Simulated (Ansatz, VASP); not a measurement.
**CaSe: VASP beside Ansatz**

```
CELL_PARAMETERS angstrom
0.00000 2.93616 2.93616
2.93616 0.00000 2.93616
2.93616 2.93616 0.00000
ATOMIC_POSITIONS crystal
Se 0.50000 0.50000 0.50000
Ca 0.00000 0.00000 0.00000
```

Change from the starting cell: volume scaled by 0.98.

Alike in both runs: task single point; functional PBEsol; k mesh 8 × 8 × 8; occupations fermi-dirac, width 0.05 eV; no spin polarisation.

|  | VASP | Ansatz |
| --- | --- | --- |
| version | VASP 6.6.1 | Ansatz 0.2.0 |
| potentials or method | VASP PAW PBE potentials, release 64 (Se, Ca_sv), cutoff 520 eV | all-electron LAPW, scalar-relativistic |

Ansatz gave:

- gap on the k mesh at the Fermi level (eV): 1.88
- least direct gap on the mesh (eV): 2.85
- pressure (GPa): -0.1

**Question.** Estimate VASP's values.

**Answer.** gap on the k mesh at the Fermi level (eV): 1.87; least direct gap on the mesh (eV): 2.84; pressure (GPa): 0.1.

Ansatz ran all-electron here, so the differences hold the error of VASP's frozen core and of both bases.

Caveats: the PAW data sets were made with another functional, which shifts forces and pressure a little (VASP). A k mesh can miss the band edges.
